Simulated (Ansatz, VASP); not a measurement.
Si in VASP and in Ansatz

```
Si
1.0
     0.00000    2.63320    3.04582
     2.63320    0.00000    3.04582
     2.63320    2.63320    0.00000
Si
2
Direct
  0.50000 0.50000 0.50000
  0.75000 0.75000 0.75000
```

Alike in both runs: task single point; functional LDA; k mesh 12 × 12 × 12; occupations gaussian, width 0.05 eV; no spin polarisation.

```csv
,VASP,Ansatz
version,VASP 6.6.1,Ansatz 0.2.0
potentials or method,"VASP PAW LDA potentials, release 64 (Si)","scalar-relativistic, plane waves, PAW"
plane-wave cutoff (eV),520,420
valence electrons in the cell,8,8
```

|  | VASP | Ansatz | Ansatz less VASP |
| --- | --- | --- | --- |
| gap on the k mesh at the Fermi level (eV) | none | none | - |
| pressure (GPa) | -6.1 | -6.2 | -0.04 |
| largest component of the traceless stress (GPa) | 11.09 | 11.09 | -0.003 |

A gap of «none» marks a metal or a gap that the smearing closes. Ansatz warned: «pseudo_functional_mismatch».
